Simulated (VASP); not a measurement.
A run of VASP 6.6.1 is set up as follows.

The input INCAR:

```
SYSTEM = TiB2
  ALGO = Normal
  EDIFF = 1E-7
  ENCUT = 520
  GGA = PS
  ISIF = 2
  ISMEAR = -1
  LASPH = .True.
  LCHARG = .False.
  LREAL = .False.
  LWAVE = .False.
  NBANDS = 16
  NELM = 60
  PREC = Accurate
  SIGMA = 0.05
```

Contents of KPOINTS:

```
k-points
0
Gamma
  10 10 8
  0 0 0
```

The input POSCAR:

```
TiB2
1.0
    3.0292000000      0.0000000000      0.0000000000
   -1.5146000000      2.6233641531      0.0000000000
    0.0000000000      0.0000000000      3.2284000000
Ti B
1 2
Direct
   -0.0033710000     -0.0139150000     -0.0152660000
    0.6563980000      0.3134780000      0.5027410000
    0.3314890000      0.6664920000      0.4940860000
```

Potentials or basis: VASP PAW PBE potentials, release 64 (Ti_sv, B).

Launch:

```sh
$ cat potpaw_PBE.64/Ti_sv/POTCAR potpaw_PBE.64/B/POTCAR > POTCAR
$ mpirun -np 1 vasp_std > vasp.out
```

Q: Predict the largest force.

A: 0.954 eV/Å.

Q: Estimate the pressure.

A: -4.1 GPa.

Q: What does it give for the band gap on the k mesh?

A: None (metal or under the smearing width).

Forces in eV/Å, atoms in the order of the input:
```
Ti  -0.204  0.139  0.621
B    0.045  0.789 -0.463
B    0.159 -0.927 -0.157
```

Caveat: the PAW data sets were made with another functional, which shifts forces and pressure a little.
